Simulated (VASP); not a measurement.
# Settings for TiPt₃: relaxation of the cell

TiPt₃, Pm-3m (no. 221), 4 atoms in the cell. LDA; PAW potentials Pt, Ti_sv (LDA set). VASP 6.6.1. The cell is changed on purpose: volume scaled by 0.95.

Wanted: cell volume within 0.05 %; lattice lengths within 0.03 %; shortest distances from each atom, periodic images included within 0.002 Å.

What the run is for: cell; Accuracy asked: tight.

The series start from Plane-wave cutoff (eV): 410; Smearing width (eV): 0.1; k-point mesh: 8 × 8 × 8; Relaxation passes: 2; Ionic threshold (EDIFFG): -0.005; Electronic threshold (eV): 1e-6; Precision mode (PREC): Accurate; Relaxation algorithm: IBRION=2 POTIM=0.5. Each series keeps the choices made before it, and each single choice may use up half of a tolerance. Times cover all steps of a run.

## Plane-wave cutoff (eV)

| Plane-wave cutoff (eV) | Cell volume (Å³) | Lattice lengths, largest deviation against the largest value | Shortest distances from each atom, periodic images included, largest deviation (Å) | Time (s) |
|---|---|---|---|---|
| 280 | 58.2 | 0.045 % | 0.0012 | 16 |
| 320 | 58.11 | 0.095 % | 0.0026 | 16 |
| 360 | 58.13 | 0.083 % | 0.0023 | 17 |
| 410 | 58.23 | 0.026 % | 0.0007 | 33 |
| 480 | 58.27 | 0.0075 % | 0.0002 | 33 |
| 580 | 58.27 | 0.0057 % | 0.0002 | 47 |
| 720 (reference) | 58.28 | 0 % | 0.0000 | 60 |

Chosen: 480, the loosest value from which every tighter one stays within half of the tolerance.

## Smearing width (eV)

| Smearing width (eV) | Cell volume (Å³) | Lattice lengths, largest deviation against the largest value | Shortest distances from each atom, periodic images included, largest deviation (Å) | Time (s) |
|---|---|---|---|---|
| 0.4 | 58.23 | 0.017 % | 0.0004 | 30 |
| 0.3 | 58.24 | 0.0072 % | 0.0002 | 29 |
| 0.2 | 58.27 | 0.0046 % | 0.0001 | 31 |
| 0.15 | 58.27 | 0.0062 % | 0.0002 | 39 |
| 0.1 | 58.27 | 0.0049 % | 0.0001 | 33 |
| 0.05 (reference) | 58.26 | 0 % | 0.0000 | 30 |

Chosen: 0.3.

## k-point mesh

| k-point mesh | Cell volume (Å³) | Lattice lengths, largest deviation against the largest value | Shortest distances from each atom, periodic images included, largest deviation (Å) | Time (s) |
|---|---|---|---|---|
| 3 × 3 × 3 | 58.59 | 0.2 % | 0.0054 | 13 |
| 4 × 4 × 4 | 58.21 | 0.025 % | 0.0007 | 16 |
| 5 × 5 × 5 | 58.24 | 0.0085 % | 0.0002 | 19 |
| 6 × 6 × 6 | 58.24 | 0.0067 % | 0.0002 | 24 |
| 8 × 8 × 8 | 58.24 | 0.0039 % | 0.0001 | 29 |
| 10 × 10 × 10 (reference) | 58.25 | 0 % | 0.0000 | 45 |

Chosen: 6 × 6 × 6.

## Relaxation passes

| Relaxation passes | Cell volume (Å³) | Lattice lengths, largest deviation against the largest value | Shortest distances from each atom, periodic images included, largest deviation (Å) | Time (s) |
|---|---|---|---|---|
| 1 | 58.24 | 0 % | 0.0000 | 17 |
| 2 | 58.24 | 0 % | 0.0000 | 24 |
| 3 (reference) | 58.24 | 0 % | 0.0000 | 26 |

Chosen: 1.

## Ionic threshold (EDIFFG)

| Ionic threshold (EDIFFG) | Cell volume (Å³) | Lattice lengths, largest deviation against the largest value | Shortest distances from each atom, periodic images included, largest deviation (Å) | Time (s) |
|---|---|---|---|---|
| -0.05 | 58.32 | 0.045 % | 0.0012 | 14 |
| -0.02 | 58.24 | 0.00026 % | 0.0000 | 15 |
| -0.01 | 58.24 | 0.00026 % | 0.0000 | 16 |
| -0.005 | 58.24 | 0.00026 % | 0.0000 | 17 |
| -0.002 (reference) | 58.24 | 0 % | 0.0000 | 30 |

Chosen: -0.02.

## Electronic threshold (eV)

| Electronic threshold (eV) | Cell volume (Å³) | Lattice lengths, largest deviation against the largest value | Shortest distances from each atom, periodic images included, largest deviation (Å) | Time (s) |
|---|---|---|---|---|
| 0.0001 | 58.22 | 0.013 % | 0.0004 | 15 |
| 1e-5 | 58.23 | 0.0054 % | 0.0001 | 15 |
| 1e-6 | 58.24 | 0.00026 % | 0.0000 | 15 |
| 1e-7 (reference) | 58.24 | 0 % | 0.0000 | 18 |

Chosen: 1e-5.

## Precision mode (PREC)

| Precision mode (PREC) | Cell volume (Å³) | Lattice lengths, largest deviation against the largest value | Shortest distances from each atom, periodic images included, largest deviation (Å) | Time (s) |
|---|---|---|---|---|
| Normal | 58.23 | 0 % | 0.0000 | 12 |
| Accurate (reference) | 58.23 | 0 % | 0.0000 | 15 |

Chosen: Normal.

## Relaxation algorithm

| Relaxation algorithm | Cell volume (Å³) | Lattice lengths, largest deviation against the largest value | Shortest distances from each atom, periodic images included, largest deviation (Å) | Time (s) |
|---|---|---|---|---|
| IBRION=2 POTIM=0.5 | 58.23 | 0 % | 0.0000 | 12 |
| IBRION=2 POTIM=0.2 | 58.24 | 0.0041 % | 0.0001 | 9.5 |
| IBRION=1 POTIM=0.5 | 58.18 | 0.028 % | 0.0008 | 11 |
| IBRION=1 POTIM=0.2 | 58.22 | 0.0067 % | 0.0002 | 9.0 |

Chosen: IBRION=1 POTIM=0.2; it saves 2.8 s of 12, so IBRION=2 POTIM=0.5 would do nearly as well.

## All choices together

| Input | Cell volume (Å³) | Lattice lengths, largest deviation against the largest value | Shortest distances from each atom, periodic images included, largest deviation (Å) | Time (s) |
|---|---|---|---|---|
| the program's defaults (naive) | 58.19 | 0.046 % | 0.0013 | 4.4 |
| chosen settings | 58.25 | 0.012 % | 0.0003 | 17 |
| reference settings throughout | 58.27 | 0 % | 0.0000 | 183 |

The tolerance is met.

Values of the reference run: Lattice lengths: 3.877, 3.877, 3.877 Å.

3 cheaper combinations failed this check first and made the worst setting one step tighter.

## The input

INCAR.step1:
```
GGA = CA ; ISMEAR = 1
SIGMA = 0.2 ; LWAVE = F
LCHARG = F ; NSW = 80
PREC = Normal ; LASPH = T
LREAL = F ; ALGO = Normal
EDIFF = 1E-5 ; NELM = 120
GGA_COMPAT = F ; IBRION = 1
ISIF = 3 ; EDIFFG = -0.02
NELMIN = 4 ; ENCUT = 580
KPAR = 4 ; POTIM = 0.2
```

INCAR.step2, as INCAR.step1 but for:
```
- NSW = 80
- IBRION = 1
- ISIF = 3
- EDIFFG = -0.02
- NELMIN = 4
- POTIM = 0.2
+ ISIF = 2
```

KPOINTS:
```
Automatic mesh
0
Gamma
  8 8 8
  0 0 0
```

POSCAR.step1:
```
TiPt3
1.0
    3.8309363900      0.0000000000      0.0000000000
    0.0000000000      3.8309363900      0.0000000000
    0.0000000000      0.0000000000      3.8309363900
Pt Ti
3 1
Direct
    0.5000000000      0.5000000000      0.0000000000
    0.5000000000      0.0000000000      0.5000000000
    0.0000000000      0.5000000000      0.5000000000
    0.0000000000      0.0000000000      0.0000000000
```

Commands (each step's output is kept before the next begins):
```
cat potpaw_LDA.64/Pt/POTCAR potpaw_LDA.64/Ti_sv/POTCAR > POTCAR
cp INCAR.step1 INCAR
cp POSCAR.step1 POSCAR
mpirun -np 4 vasp_std > vasp.out
cp CONTCAR POSCAR
cp INCAR.step2 INCAR
mpirun -np 4 vasp_std > vasp.out
```

The chosen input took VASP 6.6.1 17 s on 4 cores (Intel Xeon 6975P-C (Granite Rapids)), a shared host.

## An input that fails: cell relaxed at a low cutoff

It runs to its end, but against the unchanged starting input it is off by 13 % in the cell volume, 4.4 % in the lattice lengths, 0.1208 Å in the shortest distances from each atom, periodic images included.

Changes against the starting input:
```
(all steps)
- PREC = Accurate
- NELM = 120
- ENCUT = 410
+ PREC = Low
+ NELM = 62
+ ENCUT = 190
```
